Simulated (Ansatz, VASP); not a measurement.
## BP: VASP beside Ansatz

```
CELL_PARAMETERS angstrom
0.00000 2.26010 2.26010
2.26010 0.00000 2.26010
2.26010 2.26010 0.00000
ATOMIC_POSITIONS crystal
B 0.00000 0.00000 0.00000
P 0.25000 0.25000 0.25000
```

Alike in both runs: functional PBEsol; k mesh 10 × 10 × 10; occupations gaussian, width 0.02 eV; no spin polarisation.

Ansatz relaxed the structure, and its values are those at the end. VASP's run is a single point on that final structure, the one shown.

|  | VASP | Ansatz |
| --- | --- | --- |
| version | VASP 6.6.1 | Ansatz 0.2.0 |
| potentials or method | VASP PAW PBE potentials, release 64 (B, P) | scalar-relativistic, plane waves, PAW |
| plane-wave cutoff (eV) | 520 | 420 |
| valence electrons in the cell | 8 | 8 |

|  | VASP | Ansatz | Ansatz less VASP |
| --- | --- | --- | --- |
| gap on the k mesh at the Fermi level (eV) | 1.12 | 1.12 | +0.004 |
| least direct gap on the mesh (eV) | 3.37 | 3.38 | +0.006 |
| pressure (GPa) | 0.1 | 0.0 | -0.10 |

Caveats: the PAW data sets were made with another functional, which shifts forces and pressure a little (VASP). A k mesh can miss the band edges.
